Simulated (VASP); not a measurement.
# PbS (P-6m2) in VASP: notebook

Runs on PbS. Level: PBE. Tasks: single point.

Everything below comes from runs of VASP 6.6.1. Logs are shortened: lines on timing, memory, paths and dates and some standing lists are left out, and cuts for length are marked.

### Step 1. The structure

The structure is hexagonal, space group P-6m2 (No. 187). Conventional cell: a = 4.090 Å, b = 4.090 Å, c = 3.788 Å, α = 90.00°, β = 90.00°, γ = 120.00°. Pb (site symmetry -6m2) has 6 S at 3.03 Å as nearest neighbours. S (site symmetry -6m2) has 6 Pb at 3.03 Å as nearest neighbours.

Measurements of this composition are mostly on another form, of space group No. 225.

### Step 2. Single point, PBE

File INCAR:

```
SYSTEM = PbS
PREC = Accurate
ENCUT = 400
EDIFF = 1E-6
ISMEAR = -5
SIGMA = 0.05
LREAL = .FALSE.
LASPH = .TRUE.
NELM = 100
ALGO = Normal
ISIF = 2
LWAVE = .FALSE.
LCHARG = .FALSE.
GGA = PE
NBANDS = 12
ADDGRID = .FALSE.
```

File KPOINTS:

```
Automatic mesh
0
G
  8 8 7
  0 0 0
```

File POSCAR:

```
PbS
1.0
    4.0896976867      0.0000000000      0.0000000000
   -2.0448488433      3.5417820905      0.0000000000
    0.0000000000      0.0000000000      3.7881670000
Pb S
1 1
Direct
    0.0512430000     -0.0024510000     -0.0244300000
    0.6810560000      0.3414810000      0.4970830000
```

Potentials or basis: VASP PAW PBE potentials, release 64 (Pb, S).

Command:

```console
$ cat potpaw_PBE.64/Pb/POTCAR potpaw_PBE.64/S/POTCAR > POTCAR
$ mpirun -np 1 vasp_std > vasp.out
```

OUTCAR:

```text
SYSTEM = PbS
   PREC = Accurate
   ENCUT = 400
   EDIFF = 1E-6
   ISMEAR = -5
   LREAL = .FALSE.
   LASPH = .TRUE.
   NELM = 100
   ISIF = 2
   GGA = PE

 Found    226 irreducible k-points:

 Following reciprocal coordinates:
            Coordinates               Weight
  0.000000  0.000000  0.000000      1.000000
  0.125000  0.000000  0.000000      2.000000
  0.000000  0.125000  0.000000      2.000000
 -0.125000  0.125000  0.000000      2.000000
  0.250000  0.000000  0.000000      2.000000
  0.000000  0.250000  0.000000      2.000000
   k-points           NKPTS =    226   k-points in BZ     NKDIM =    226   number of bands    NBANDS=     12
   number of dos      NEDOS =    301   number of ions     NIONS =      2
   total plane-waves  NPLWV =  21952
   dimension x,y,z NGX =    28 NGY =   28 NGZ =   28
   dimension x,y,z NGXF=    56 NGYF=   56 NGZF=   56
   ions per type =               1   1
   NGX,Y,Z   is equivalent  to a cutoff of  11.38, 11.38, 12.29 a.u.
   NGXF,Y,Z  is equivalent  to a cutoff of  22.76, 22.76, 24.58 a.u.
 SYSTEM =  PbS
   PREC   = accura    normal or accurate (medium, high low for compatibility)
   ISTART =      0    job   : 0-new  1-cont  2-samecut
   ICHARG =      2    charge: 1-file 2-atom 10-const
   ISPIN  =      1    spin polarized calculation?
   LNONCOLLINEAR =      F non collinear calculations
   LSORBIT =      F    spin-orbit coupling
   LASPH  =      T    aspherical Exc in radial PAW
   ENCUT  =  400.0 eV  29.40 Ry    5.42 a.u.   6.67  6.67  6.18*2*pi/ulx,y,z
   NELM   =    100;   NELMIN=  2; NELMDL= -5     # of ELM steps
   EDIFF  = 0.1E-05   stopping-criterion for ELM
   LREAL  =      F    real-space projection
   EDIFFG = 0.1E-04   stopping-criterion for IOM
   NSW    =      0    number of steps for IOM
   IBRION =     -1    ionic relax: 0-MD 1-quasi-New 2-CG
   NFREE  =      0    steps in history (QN), initial steepest desc. (CG)
   ISIF   =      2    stress and relaxation
   ISYM   =      2    0-nonsym 1-usesym 2-fastsym
   POTIM  = 0.5000    time-step for ionic-motion
   TEBEG  =    0.0;   TEEND  =   0.0 temperature during run
   PSTRESS=    0.0 pullay stress
   NELECT =      10.0000    total number of electrons
   NUPDOWN=      -1.0000    fix difference up-down
   EMIN   =  10.00;   EMAX   =-10.00  energy-range for DOS
   EFERMI =   0.00;   METHOD = LEGACY
   ISMEAR =    -5;   SIGMA  =   0.05  broadening in eV -4-tet -1-fermi 0-gaus
   EFERMI_NEDOS =   21; number of points for ismear=-14 and -15
   IALGO  =     38    algorithm
   IMIX   =      4    mixing-type and parameters
     AMIX     =   0.40;   BMIX     =  1.00
     AMIX_MAG =   1.60;   BMIX_MAG =  1.00
  volume/ion in A,a.u.               =      27.44       185.14
  Fermi-wavevector in a.u.,A,eV,Ry     =   0.928170  1.753987 11.721408  0.861499
  Thomas-Fermi vector in A             =   2.054318
   LORBIT       =      0    0 simple, 1 ext, 2 COOP (PROOUT), +10 PAW based schemes
   GGA     = PE    functional components
   LHFCALC =     F    Hartree Fock is set to
   AEXX    =    0.0000 exact exchange contribution
   IVDW    =     0    specifies the selected vdW correction
   LEPSILON=     F    determine dielectric tensor
   LRPA    =     F    only Hartree local field effects (RPA)
 non-spin polarized calculation
 Fermi weights with tetrahedron method with Bloechl corrections
  energy-cutoff  :      400.00
  volume of cell :       54.87
 maximum number of plane-waves:      1026
   NGX = 13   NGY = 13   NGZ = 13

 number of electron      10.0000000 magnetization

 number of electron       9.9999998 magnetization

 Free energy of the ion-electron system (eV)
  ---------------------------------------------------
  ext. energy  EPLUGINS =         0.00000000
  ---------------------------------------------------
  free energy    TOTEN  =        -8.53233127 eV

  energy without entropy =       -8.53233127  energy(sigma->0) =       -8.53233127

 E-fermi :   3.9145     XC(G=0):  -9.3403

 val. band max:        3.9030163492   @ k =   0.3750   0.2500   0.0000
 cond. band min:       3.9340298621   @ k =   0.3750   0.3750   0.4286
 fundamental gap:      0.0310135129
 Fermi energy:         3.9144623355

 k-point     1 :       0.0000    0.0000    0.0000
  band No.  band energies     occupation
      1      -9.2800      2.00000
      2      -2.5334      2.00000
      3       1.7343      2.00000
      4       1.9411      2.00000
      5       2.4800      2.00000
      6       6.9392      0.00000
      7       7.8506      0.00000
      8       9.0629      0.00000
      9      10.5314      0.00000
     10      10.8999      0.00000
     11      14.3062      0.00000
     12      15.1650      0.00000

 k-point     2 :       0.1250    0.0000    0.0000
  band No.  band energies     occupation
      1      -9.1575      2.00000
      2      -2.8535      2.00000
      3       1.8572      2.00000
      4       2.0012      2.00000
      5       2.3328      2.00000
      6       6.8132      0.00000
      7       7.5870      0.00000
      8       9.2874      0.00000
      9      10.0704      0.00000
     10      11.9773      0.00000
     11      13.6859      0.00000
     12      14.9106      0.00000

 k-point     3 :       0.0000    0.1250    0.0000
  band No.  band energies     occupation
      1      -9.1613      2.00000
      2      -2.8251      2.00000
      3       1.8488      2.00000
      4       1.9151      2.00000
      5       2.3916      2.00000
      6       6.6055      0.00000
      7       7.8347      0.00000
      8       9.2812      0.00000
      9      10.1039      0.00000
     10      11.9572      0.00000
     11      13.7722      0.00000
     12      14.8315      0.00000

 k-point     4 :      -0.1250    0.1250    0.0000
  band No.  band energies     occupation
      1      -9.1711      2.00000
      2      -2.7463      2.00000
      3       1.7902      2.00000
      4       1.8390      2.00000
      5       2.3834      2.00000
      6       6.4438      0.00000
      7       8.1162      0.00000
      8       9.2564      0.00000
      9      10.1921      0.00000
     10      12.0043      0.00000
     11      14.1223      0.00000
     12      14.3583      0.00000

 k-point     5 :       0.2500    0.0000    0.0000
  band No.  band energies     occupation
      1      -8.8185      2.00000
      2      -3.6191      2.00000
      3       1.7637      2.00000
      4       2.1851      2.00000
      5       2.3642      2.00000
      6       6.0656      0.00000
      7       8.2009      0.00000
      8       8.8552      0.00000
      9       9.9177      0.00000
     10      12.3437      0.00000
     11      14.5286      0.00000
     12      14.8905      0.00000

 k-point     6 :       0.0000    0.2500    0.0000
  band No.  band energies     occupation
      1      -8.8351      2.00000
      2      -3.5351      2.00000
      3       1.6733      2.00000
      4       2.1647      2.00000
      5       2.3324      2.00000
      6       5.9585      0.00000
      7       8.3641      0.00000
      8       8.9480      0.00000
      9       9.9371      0.00000
     10      12.4562      0.00000
     11      14.4432      0.00000
     12      14.8850      0.00000

 [... further k-points ...]

------------------------ aborting loop because EDIFF is reached ----------------------------------------

  FORCE on cell =-STRESS in cart. coord.  units (eV):
  Direction    XX          YY          ZZ          XY          YZ          ZX
  --------------------------------------------------------------------------------------
  -------------------------------------------------------------------------------------
  Total        0.0047701      0.0623125      0.1070482      0.0286761      0.0049350     -0.1247147
  in kB        0.1392833      1.8194652      3.1257027      0.8373147      0.1440980     -3.6415489
  external PRESSURE =       1.6948171 kB  Pullay stress =       0.0000000 kB

 VOLUME and BASIS-vectors are now :
 -----------------------------------------------------------------------------
  energy-cutoff  :      400.00
  volume of cell :       54.87
      direct lattice vectors                 reciprocal lattice vectors
     4.089697687  0.000000000  0.000000000     0.244516851  0.141171870  0.000000000
    -2.044848843  3.541782090  0.000000000     0.000000000  0.282343740  0.000000000
     0.000000000  0.000000000  3.788167000     0.000000000  0.000000000  0.263979914

 POSITION                                       TOTAL-FORCE (eV/Angst)
 -----------------------------------------------------------------------------------
     -1.83027      3.53310      3.69562        -0.307576      0.062968     -0.064386
      2.08704      1.20945      1.88303         0.307576     -0.062968      0.064386
 -----------------------------------------------------------------------------------
    total drift:                                0.000058      0.000074     -0.000134

  FREE ENERGIE OF THE ION-ELECTRON SYSTEM (eV)
  ---------------------------------------------------
  free  energy   TOTEN  =        -8.5323312715 eV

  energy  without entropy=       -8.5323312715  energy(sigma->0) =       -8.53233127
```

Run time: 41 s. Hardware: 1 thread of Intel Xeon 6975P-C (Granite Rapids), shared host; peak memory 0.24 GiB.

These settings aren't checked as converged: the numbers below hold their error.

Results:

```
Free energy            : -8.5323 eV
Pressure               : 0.2 GPa
Largest force          : 0.320 eV/Å
Band gap on the k mesh : 0.03 eV, indirect (least direct gap 1.66 eV)
```

Caveat: spin-orbit coupling is left out, which as a rule narrows the gap of such compounds by several tenths of an eV; an odd mesh through Γ misses points on the zone boundary, where band edges often lie.

### Step 3. Single point, PBE

INCAR, as its differences from that of step 2:

```diff
@@ -2,5 +2,5 @@
 PREC = Accurate
-ENCUT = 400
+ENCUT = 500
 EDIFF = 1E-6
-ISMEAR = -5
+ISMEAR = 0
 SIGMA = 0.05
```

KPOINTS is that of step 2.

File POSCAR:

```
PbS
1.0
    4.0896976867      0.0000000000      0.0000000000
   -2.0448488433      3.5417820905      0.0000000000
    0.0000000000      0.0000000000      3.7881670000
Pb S
1 1
Direct
    0.0000000000      0.0000000000      0.0000000000
    0.6666666667      0.3333333333      0.5000000000
```

Potentials or basis: VASP PAW PBE potentials, release 64 (Pb, S).

Command:

```console
$ cat potpaw_PBE.64/Pb/POTCAR potpaw_PBE.64/S/POTCAR > POTCAR
$ mpirun -np 1 vasp_std > vasp.out
```

Run time: 13 s. Hardware: 1 thread of Intel Xeon 6975P-C (Granite Rapids), shared host; peak memory 0.18 GiB.

These settings aren't checked as converged: the numbers below hold their error.

What came out:

| Property | Result |
| --- | --- |
| Free energy | -8.5566 eV |
| Pressure | -0.3 GPa |
| Band gap on the k mesh | 0.20 eV, indirect (least direct gap 1.65 eV) |

Caveat: spin-orbit coupling is left out, which as a rule narrows the gap of such compounds by several tenths of an eV; an odd mesh through Γ misses points on the zone boundary, where band edges often lie.

### Step 4. Single point, PBE

INCAR is that of step 3.

KPOINTS is that of step 3.

File POSCAR:

```
PbS
1.0
    4.0896976867      0.0000000000      0.0000000000
   -2.0448488433      3.5417820905      0.0000000000
    0.0000000000      0.0000000000      3.7881670000
Pb S
1 1
Direct
    0.0512430000     -0.0024510000     -0.0244300000
    0.6810560000      0.3414810000      0.4970830000
```

Command:

```console
$ cat potpaw_PBE.64/Pb/POTCAR potpaw_PBE.64/S/POTCAR > POTCAR
$ mpirun -np 1 vasp_std > vasp.out
```

Wall time 51 s (1 thread of Intel Xeon 6975P-C (Granite Rapids), shared host); peak memory 0.28 GiB.

These settings aren't checked as converged: the numbers below hold their error.

What came out:

```yaml
Free_energy: -8.5325 eV
Pressure: 0.1 GPa
Largest_force: 0.315 eV/Å
Band_gap_on_the_k_mesh: 0.03 eV, indirect (least direct gap 1.66 eV)
```

Caveat: spin-orbit coupling is left out, which as a rule narrows the gap of such compounds by several tenths of an eV; an odd mesh through Γ misses points on the zone boundary, where band edges often lie.

(Part 1 of 3 ends here.)
